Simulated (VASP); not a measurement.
# Lu (Im-3m) in VASP: settings compared

The runs below take Lu through relaxation of cell and atoms, with PBE+D2, PBE.

Program: VASP 6.6.1. These are calculated values, not measurements. Logs are shortened: lines on timing, memory, paths and dates and some standing lists are left out, and cuts for length are marked.

## 1. The structure

Symmetry: Im-3m, No. 229, cubic system. Conventional cell: a = 3.908 Å, b = 3.908 Å, c = 3.908 Å, α = 90.00°, β = 90.00°, γ = 90.00°. Lu (site symmetry m-3m) is surrounded by 8 Lu at 3.38 Å.

This isn't the form of Lu at room conditions, which is hcp.

## 2. Relaxation of cell and atoms, PBE+D2

File run.py:

```python
from ase.calculators.vasp import Vasp
from ase.filters import FrechetCellFilter
from ase.io import read
from ase.optimize import FIRE

atoms = read('Lu.cif', primitive_cell=True, subtrans_included=False)
calc = Vasp(
    directory='calc',
    xc='pbe',
    pp='PBE',
    setups={'base': 'minimal'},
    prec='Accurate',
    encut=600,
    ediff=1e-07,
    ismear=0,
    sigma=0.05,
    lreal=False,
    lasph=True,
    nelm=80,
    algo='Fast',
    isif=2,
    lwave=False,
    lcharg=False,
    ivdw=1,
    kpts=[10, 10, 10],
    gamma=True,
)
atoms.calc = calc
opt = FIRE(FrechetCellFilter(atoms), trajectory='relax.traj')
converged = opt.run(fmax=0.02, steps=40)
print('converged:', converged)

print('energy (eV):', atoms.get_potential_energy())
print('free energy (eV):', atoms.get_potential_energy(force_consistent=True))
print('forces (eV/A):')
print(atoms.get_forces())
print('stress (eV/A^3, Voigt):', atoms.get_stress())
print('Fermi level (eV):', calc.get_fermi_level())
print('cell (A, degrees):', atoms.cell.cellpar())
print('volume (A^3):', atoms.get_volume())
print('scaled positions:')
print(atoms.get_scaled_positions())
```

File Lu.cif:

```cif
data_Lu
_cell_length_a 3.90821422
_cell_length_b 3.90821422
_cell_length_c 3.90821422
_cell_angle_alpha 90.00000000
_cell_angle_beta 90.00000000
_cell_angle_gamma 90.00000000
_space_group_name_H-M_alt 'Im-3m'
_space_group_name_Hall '-I 4 2 3'
_space_group_IT_number 229
loop_
_space_group_symop_operation_xyz
'x,y,z'
'-x,-y,-z'
'-y,x,z'
'y,-x,-z'
'-x,-y,z'
'x,y,-z'
'y,-x,z'
'-y,x,-z'
'x,-y,-z'
'-x,y,z'
'-y,-x,-z'
'y,x,z'
'-x,y,-z'
'x,-y,z'
'y,x,-z'
'-y,-x,z'
'z,x,y'
'-z,-x,-y'
'z,-y,x'
'-z,y,-x'
'z,-x,-y'
'-z,x,y'
'z,y,-x'
'-z,-y,x'
'-z,x,-y'
'z,-x,y'
'-z,-y,-x'
'z,y,x'
'-z,-x,y'
'z,x,-y'
'-z,y,x'
'z,-y,-x'
'y,z,x'
'-y,-z,-x'
'x,z,-y'
'-x,-z,y'
'-y,z,-x'
'y,-z,x'
'-x,z,y'
'x,-z,-y'
'-y,-z,x'
'y,z,-x'
'-x,-z,-y'
'x,z,y'
'y,-z,-x'
'-y,z,x'
'x,-z,y'
'-x,z,-y'
'x+1/2,y+1/2,z+1/2'
'-x+1/2,-y+1/2,-z+1/2'
'-y+1/2,x+1/2,z+1/2'
'y+1/2,-x+1/2,-z+1/2'
'-x+1/2,-y+1/2,z+1/2'
'x+1/2,y+1/2,-z+1/2'
'y+1/2,-x+1/2,z+1/2'
'-y+1/2,x+1/2,-z+1/2'
'x+1/2,-y+1/2,-z+1/2'
'-x+1/2,y+1/2,z+1/2'
'-y+1/2,-x+1/2,-z+1/2'
'y+1/2,x+1/2,z+1/2'
'-x+1/2,y+1/2,-z+1/2'
'x+1/2,-y+1/2,z+1/2'
'y+1/2,x+1/2,-z+1/2'
'-y+1/2,-x+1/2,z+1/2'
'z+1/2,x+1/2,y+1/2'
'-z+1/2,-x+1/2,-y+1/2'
'z+1/2,-y+1/2,x+1/2'
'-z+1/2,y+1/2,-x+1/2'
'z+1/2,-x+1/2,-y+1/2'
'-z+1/2,x+1/2,y+1/2'
'z+1/2,y+1/2,-x+1/2'
'-z+1/2,-y+1/2,x+1/2'
'-z+1/2,x+1/2,-y+1/2'
'z+1/2,-x+1/2,y+1/2'
'-z+1/2,-y+1/2,-x+1/2'
'z+1/2,y+1/2,x+1/2'
'-z+1/2,-x+1/2,y+1/2'
'z+1/2,x+1/2,-y+1/2'
'-z+1/2,y+1/2,x+1/2'
'z+1/2,-y+1/2,-x+1/2'
'y+1/2,z+1/2,x+1/2'
'-y+1/2,-z+1/2,-x+1/2'
'x+1/2,z+1/2,-y+1/2'
'-x+1/2,-z+1/2,y+1/2'
'-y+1/2,z+1/2,-x+1/2'
'y+1/2,-z+1/2,x+1/2'
'-x+1/2,z+1/2,y+1/2'
'x+1/2,-z+1/2,-y+1/2'
'-y+1/2,-z+1/2,x+1/2'
'y+1/2,z+1/2,-x+1/2'
'-x+1/2,-z+1/2,-y+1/2'
'x+1/2,z+1/2,y+1/2'
'y+1/2,-z+1/2,-x+1/2'
'-y+1/2,z+1/2,x+1/2'
'x+1/2,-z+1/2,y+1/2'
'-x+1/2,z+1/2,-y+1/2'
loop_
_atom_site_label
_atom_site_type_symbol
_atom_site_symmetry_multiplicity
_atom_site_Wyckoff_symbol
_atom_site_fract_x
_atom_site_fract_y
_atom_site_fract_z
_atom_site_occupancy
Lu1 Lu 2 a 0.0000000000 0.0000000000 0.0000000000 1
```

Potentials or basis: VASP PAW PBE potentials, release 64 (Lu).

Command:

```
$ python run.py
```

What it wrote:

```text
Step     Time          Energy          fmax
FIRE:    0 --:--:--       -6.813165        0.190109
FIRE:    1 --:--:--       -6.814071        0.156893
FIRE:    2 --:--:--       -6.814909        0.043210
FIRE:    3 --:--:--       -6.814583        0.056718
FIRE:    4 --:--:--       -6.814618        0.060601
FIRE:    5 --:--:--       -6.814685        0.060746
FIRE:    6 --:--:--       -6.814773        0.033674
FIRE:    7 --:--:--       -6.814854        0.043937
FIRE:    8 --:--:--       -6.814920        0.003756
converged: True
energy (eV): -6.81343724
free energy (eV): -6.81492042
forces (eV/A):
[[-0.  0.  0.]]
stress (eV/A^3, Voigt): [ 0.00012858  0.00012858  0.00012858  0.          0.         -0.        ]
Fermi level (eV): 2.36277313
cell (A, degrees): [  3.36024894   3.36024894   3.36024894 109.47122063 109.47122063
 109.47122063]
volume (A^3): 29.207370978630394
scaled positions:
[[0. 0. 0.]]
```

OUTCAR:

```text
ENCUT = 600.000000
   EDIFF = 1.00e-07
   GGA = PE
   PREC = Accurate
   ISIF = 2
   ISMEAR = 0
   NELM = 80
   IVDW = 1
   LASPH = .TRUE.
   LREAL = .FALSE.
  IVDW =   1

 ion  position               nearest neighbor table
   1  0.000  0.000  0.000-

  LATTYP: Found a body centered cubic cell.
 ALAT       =     3.8800812582

  Lattice vectors:

 A1 = (  -1.9400406291,   1.9400406291,   1.9400406291)
 A2 = (   1.9400406291,  -1.9400406291,   1.9400406291)
 A3 = (   1.9400406291,   1.9400406291,  -1.9400406291)

Analysis of symmetry for initial positions (statically):
=====================================================================
 Subroutine PRICEL returns:
 Original cell was already a primitive cell.

 Routine SETGRP: Setting up the symmetry group for a
 body centered cubic supercell.

 Subroutine GETGRP returns: Found 48 space group operations
 (whereof 48 operations were pure point group operations)
 out of a pool of 48 trial point group operations.

The static configuration has the point symmetry O_h .

Analysis of symmetry for dynamics (positions and initial velocities):
=====================================================================
 Subroutine PRICEL returns:
 Original cell was already a primitive cell.

 Routine SETGRP: Setting up the symmetry group for a
 body centered cubic supercell.

 Subroutine GETGRP returns: Found 48 space group operations
 (whereof 48 operations were pure point group operations)
 out of a pool of 48 trial point group operations.

The dynamic configuration has the point symmetry O_h .

 Subroutine INISYM returns: Found 48 space group operations
 (whereof 48 operations are pure point group operations),
 and found     1 'primitive' translations

----------------------------------------------------------------------------------------

                                     Primitive cell

  volume of cell :      29.2074

  direct lattice vectors                    reciprocal lattice vectors
    -1.940040629  1.940040629  1.940040629     0.000000000  0.257726561  0.257726561
     1.940040629 -1.940040629  1.940040629     0.257726561 -0.000000000  0.257726561
     1.940040629  1.940040629 -1.940040629     0.257726561  0.257726561 -0.000000000

  length of vectors
     3.360248938  3.360248938  3.360248938     0.364480398  0.364480398  0.364480398

  position of ions in fractional coordinates (direct lattice)
     0.000000000  0.000000000  0.000000000

  ion indices of the primitive-cell ions
   primitive index   ion index
[... 62 lines left out ...]
   NGXF,Y,Z  is equivalent  to a cutoff of  27.71, 27.71, 27.71 a.u.
 SYSTEM =  unknown system
   PREC   = accura    normal or accurate (medium, high low for compatibility)
   ISTART =      0    job   : 0-new  1-cont  2-samecut
   ICHARG =      2    charge: 1-file 2-atom 10-const
   ISPIN  =      1    spin polarized calculation?
   LNONCOLLINEAR =      F non collinear calculations
   LSORBIT =      F    spin-orbit coupling
   LASPH  =      T    aspherical Exc in radial PAW
   ENCUT  =  600.0 eV  44.10 Ry    6.64 a.u.   6.71  6.71  6.71*2*pi/ulx,y,z
   NELM   =     80;   NELMIN=  2; NELMDL=  0     # of ELM steps
   EDIFF  = 0.1E-06   stopping-criterion for ELM
   LREAL  =      F    real-space projection
   EDIFFG = 0.1E-05   stopping-criterion for IOM
   NSW    =      0    number of steps for IOM
   IBRION =     -1    ionic relax: 0-MD 1-quasi-New 2-CG
   NFREE  =      0    steps in history (QN), initial steepest desc. (CG)
   ISIF   =      2    stress and relaxation
   ISYM   =      2    0-nonsym 1-usesym 2-fastsym
   POTIM  = 0.5000    time-step for ionic-motion
   TEBEG  =    0.0;   TEEND  =   0.0 temperature during run
   PSTRESS=    0.0 pullay stress
   NELECT =      25.0000    total number of electrons
   NUPDOWN=      -1.0000    fix difference up-down
   EMIN   =  10.00;   EMAX   =-10.00  energy-range for DOS
   EFERMI =   0.00;   METHOD = LEGACY
   ISMEAR =     0;   SIGMA  =   0.05  broadening in eV -4-tet -1-fermi 0-gaus
   EFERMI_NEDOS =   21; number of points for ismear=-14 and -15
   IALGO  =     68    algorithm
   IMIX   =      4    mixing-type and parameters
     AMIX     =   0.40;   BMIX     =  1.00
     AMIX_MAG =   1.60;   BMIX_MAG =  1.00
  volume/ion in A,a.u.               =      29.21       197.10
  Fermi-wavevector in a.u.,A,eV,Ry     =   1.554381  2.937353 32.873020  2.416099
  Thomas-Fermi vector in A             =   2.658475
   LORBIT       =      0    0 simple, 1 ext, 2 COOP (PROOUT), +10 PAW based schemes
   GGA     = PE    functional components
   LHFCALC =     F    Hartree Fock is set to
   AEXX    =    0.0000 exact exchange contribution
   IVDW    =     1    specifies the selected vdW correction
   LEPSILON=     F    determine dielectric tensor
   LRPA    =     F    only Hartree local field effects (RPA)
 non-spin polarized calculation
 RMM-DIIS sequential band-by-band and
 Gauss-broadening in eV      SIGMA  =   0.05
  energy-cutoff  :      600.00
  volume of cell :       29.21
 maximum number of plane-waves:       987
   NGX = 13   NGY = 13   NGZ = 13

 number of electron      24.9999992 magnetization

 Free energy of the ion-electron system (eV)
  ---------------------------------------------------
  ext. energy  EPLUGINS =         0.00000000
  ---------------------------------------------------
  free energy    TOTEN  =        -4.37994234 eV

  energy without entropy =       -4.37697598  energy(sigma->0) =       -4.37845916

 E-fermi :   2.3628     XC(G=0): -10.6587

 val. band max:        2.3494901908   @ k =   0.2000   0.2000   0.1000
 cond. band min:       2.3874113459   @ k =   0.3000   0.2000   0.1000
 fundamental gap:      0.0379211550
 Fermi energy:         2.3627731260

 k-point     1 :       0.0000    0.0000    0.0000
  band No.  band energies     occupation
      1     -54.0462      2.00000
      2     -24.4657      2.00000
      3     -24.4657      2.00000
      4     -24.4657      2.00000
      5      -3.7880      2.00000
      6      -2.8068      2.00000
[... 433 lines left out ...]
      3     -24.5896      2.00000
      4     -24.5035      2.00000
      5      -2.7922      2.00000
      6      -2.7685      2.00000
[... 8 lines left out ...]
     15       5.5731      0.00000
     16       6.8827      0.00000

 [... further k-points ...]

------------------------ aborting loop because EDIFF is reached ----------------------------------------

  DFT-D2 method for vdW energy calculation

  Number of pair interactions contributing to vdW energy:   18052

  Edisp (eV):   -2.43498

  FORCE on cell =-STRESS in cart. coord.  units (eV):
  Direction    XX          YY          ZZ          XY          YZ          ZX
  --------------------------------------------------------------------------------------
  -------------------------------------------------------------------------------------
  Total      -0.00376    -0.00376    -0.00376    -0.00000     0.00000    -0.00000
  in kB      -0.20601    -0.20601    -0.20601    -0.00000     0.00000    -0.00000
  external pressure =       -0.21 kB  Pullay stress =        0.00 kB

 VOLUME and BASIS-vectors are now :
 -----------------------------------------------------------------------------
  energy-cutoff  :      600.00
  volume of cell :       29.21
      direct lattice vectors                 reciprocal lattice vectors
    -1.940040629  1.940040629  1.940040629     0.000000000  0.257726561  0.257726561
     1.940040629 -1.940040629  1.940040629     0.257726561 -0.000000000  0.257726561
     1.940040629  1.940040629 -1.940040629     0.257726561  0.257726561 -0.000000000

 POSITION                                       TOTAL-FORCE (eV/Angst)
 -----------------------------------------------------------------------------------
      0.00000      0.00000      0.00000        -0.000000      0.000000      0.000000
 -----------------------------------------------------------------------------------
    total drift:                               -0.000000     -0.000000      0.000000

  FREE ENERGIE OF THE ION-ELECTRON SYSTEM (eV)
  ---------------------------------------------------
  free  energy   TOTEN  =        -6.8149204220 eV

  energy  without entropy=       -6.8119540634  energy(sigma->0) =       -6.81343724
```

INCAR:

```text
ENCUT = 600.000000
SIGMA = 0.050000
EDIFF = 1.00e-07
ALGO = Fast
GGA = PE
PREC = Accurate
ISIF = 2
ISMEAR = 0
NELM = 80
IVDW = 1
LASPH = .TRUE.
LCHARG = .FALSE.
LWAVE = .FALSE.
LREAL = .FALSE.
```

It took 19 min on 1 thread of Intel Xeon Platinum 8375C at 2.90GHz (Ice Lake), shared host; peak memory 0.18 GiB.

Results:

```yaml
Free_energy: -6.8149 eV
Relaxed_volume: 29.21 Å³/atom
Relaxed_cell: a = 3.360 Å, b = 3.360 Å, c = 3.360 Å, α = 109.47°, β = 109.47°, γ = 109.47°
Space_group_after_relaxing_to_0.05_Å: Im-3m (No. 229)
Energy_gained_by_relaxing: 2.0 meV/atom
Ionic_steps: 9
Pressure_after_relaxing: 0.0 GPa
Band_gap_on_the_k_mesh: none (metal or under the smearing width)
Dispersion_energy_per_atom: -2.435 eV
```

Step by step:
| step | energy change (eV) | largest force (eV/Å) | pressure (GPa) | volume (Å³) |
| --- | --- | --- | --- | --- |
| 1 | 0.0000 | 0.0000 | -1.02 | 29.85 |
| 2 | -0.0010 | 0.0000 | -0.85 | 29.68 |
| 3 | -0.0019 | 0.0000 | -0.24 | 29.37 |
| 4 | -0.0017 | 0.0000 | 0.31 | 29.03 |
| 5 | -0.0018 | 0.0000 | 0.33 | 29.04 |
| 6 | -0.0018 | 0.0000 | 0.33 | 29.07 |
| 7 | -0.0019 | 0.0000 | 0.19 | 29.11 |
| 8 | -0.0020 | 0.0000 | 0.24 | 29.15 |
| 9 | -0.0020 | 0.0000 | -0.02 | 29.21 |

Final structure:
```
CELL_PARAMETERS angstrom
-1.94004 1.94004 1.94004
1.94004 -1.94004 1.94004
1.94004 1.94004 -1.94004
ATOMIC_POSITIONS crystal
Lu 0.00000 0.00000 0.00000
```

Caveat: atom-pairwise D2, TS and ULG terms overbind metals; pairwise dispersion overbinds metals, which lowers pressure and volume. Spin-orbit coupling is left out, which matters for the levels of Lu.

[end of part 1 of 2]
